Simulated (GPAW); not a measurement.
Input of a GPAW 26.7.0 run:

File run.py:

```python
from ase import Atoms
from ase.calculators.mixing import SumCalculator
from ase.filters import FrechetCellFilter
from ase.io import write
from ase.optimize import BFGS
from ase.units import GPa
from dftd3.ase import DFTD3
from gpaw import GPAW, PW

atoms = Atoms(['Sn', 'Se'],
              cell=[[0.0, 3.01, 3.01],
                    [3.01, 0.0, 3.01],
                    [3.01, 3.01, 0.0]],
              scaled_positions=[[0.0, 0.0, 0.0],
                                [0.5, 0.5, 0.5]],
              pbc=True)

calc = GPAW(mode=PW(600),
            xc='revPBE',
            kpts={'size': (8, 8, 8), 'gamma': True},
            occupations={'name': 'fermi-dirac', 'width': 0.05},
            nbands=19,
            convergence={'density': 1e-05, 'forces': 0.0001},
            maxiter=150,
            txt='gpaw.txt')
atoms.calc = SumCalculator([calc, DFTD3(method='revpbe', damping='d3bj')])
opt = BFGS(FrechetCellFilter(atoms, scalar_pressure=-2 * GPa), trajectory='relax.traj', logfile='-')
done = opt.run(fmax=0.02, steps=60)
calc.write('gs.gpw')
write('result.traj', atoms)
print('Converged:', done)
print('Cell:', atoms.cell.cellpar().round(4))
print('Volume:', round(atoms.get_volume(), 4))
print(atoms.get_scaled_positions().round(5))
```

Potentials or basis: the program's PAW data sets (release 1.2.1) made for this functional, pw.

Command:

```bash
$ OMP_NUM_THREADS=1 python run.py
```

What does it give for the relaxed cell?

a = 4.256 Å, b = 4.256 Å, c = 4.256 Å, α = 60.00°, β = 60.00°, γ = 60.00°.

What does it give for the dispersion energy per atom?

-0.670 eV.

What does it give for the space group after relaxing (to 0.05 Å)?

Fm-3m (No. 225).

What does it give for the band gap on the k mesh?

0.57 eV, direct.

Final structure:
```
Sn Se
1.0
     0.00000    3.00951    3.00951
     3.00951    0.00000    3.00951
     3.00951    3.00951    0.00000
Sn Se
1 1
Direct
  0.00000 0.00000 0.00000
  0.50000 0.50000 0.50000
```

Caveat: later steps reuse the first step's grids; spin-orbit coupling is left out, which moves the levels of the heavy elements. A k mesh can miss the band edges.
